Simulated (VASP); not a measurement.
Ni: single point with PBE

Crystal: Ni.

```
Ni
1.0
     0.00000    1.76194    1.76194
     1.76194    0.00000    1.76194
     1.76194    1.76194    0.00000
Ni
1
Direct
  0.00000 0.00000 0.00000
```

| Item | Value |
| --- | --- |
| Program | VASP 6.6.1 |
| Task | single point |
| Functional | PBE |
| Potentials or basis | VASP PAW PBE potentials, release 64 (Ni) |
| Cutoff | 520 eV |
| k mesh | 8 × 8 × 8 |
| Occupations | gaussian, width 0.1 eV |
| Spin | collinear spin, ferromagnetic start |
| Starting moments | [0.8] μB |
| Further INCAR settings | ALGO = Normal; EDIFF = 1e-07 |

* Pressure: -0.6 GPa
* Band gap on the k mesh: none (metal or under the smearing width)
* Net moment: 0.70 μB per cell
* Site moments: Ni +0.71 μB
* Valence electrons inside the program's atomic spheres: Ni 9.30

Levels at points of the mesh, in eV from the Fermi level:
Spin up:
```csv
k point,band 3,band 4,band 5,band 6,band 7,band 8
"(0.00, 0.00, 0.00)",-2.47,-2.47,-1.31,-1.31,23.68,27.49
"(0.50, 0.00, 0.00)",-2.45,-0.66,-0.66,-0.28,5.59,22.18
"(0.50, 0.50, 0.00)",-0.61,-0.54,-0.54,2.44,9.15,14.77
```
Spin down:
```csv
k point,band 2,band 3,band 4,band 5,band 6,band 7
"(0.00, 0.00, 0.00)",-1.65,-1.65,-1.65,-0.65,-0.65,23.53
"(0.50, 0.00, 0.00)",-1.77,-1.77,-0.33,0.17,0.17,6.06
"(0.50, 0.50, 0.00)",-3.53,0.08,0.40,0.40,2.42,9.43
```

It used 5.2 s of CPU time on 1 thread of Intel(R) Xeon(R) Platinum 8559C (Emerald Rapids), on a shared host, which was overloaded at the time.

Caveat: the k mesh is coarse (spacing up to 0.39 Å⁻¹), so the values aren't converged.
